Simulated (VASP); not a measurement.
A run of VASP 6.6.1:

Contents of INCAR:

```
SYSTEM = Si3Ge
ALGO = Fast ; EDIFF = 1E-4
EDIFFG = -0.08 ; ENCUT = 520
GGA = PE ; IBRION = 2
ISIF = 3 ; ISMEAR = 0
LASPH = .True. ; LCHARG = .False.
LREAL = .False. ; LWAVE = .False.
NELM = 60 ; NSW = 24
PREC = Normal ; SIGMA = 0.15
```

The input KPOINTS:

```
k-points
0
Gamma
  5 5 4
  0 0 0
```

The input POSCAR:

```
Si3Ge
1.0
    3.8820000000      0.0000000000      0.0000000000
    0.0000000000      3.8820000000      0.0000000000
    0.0000000000      0.0000000000      5.4900000000
Si Ge
3 1
Direct
    0.5000000000      0.5000000000      0.5000000000
    0.5000000000      0.0000000000      0.7500000000
    0.0000000000      0.5000000000      0.2500000000
    0.0000000000      0.0000000000      0.0000000000
```

Potentials or basis: VASP PAW PBE potentials, release 64 (Si, Ge_d).

Launch:

```sh
$ cat potpaw_PBE.64/Si/POTCAR potpaw_PBE.64/Ge_d/POTCAR > POTCAR
$ mpirun -np 1 vasp_std > vasp.out
```

Hardware: 1 thread of AMD EPYC 9R45 96-Core Processor (Zen 5) (shared host).

Estimate the wall time of this run.

Run time: 21 s on 1 thread of AMD EPYC 9R45 96-Core Processor (Zen 5) (shared host), peak memory 0.13 GiB. Counts: scf iterations 35, k points 18, ion steps 6.
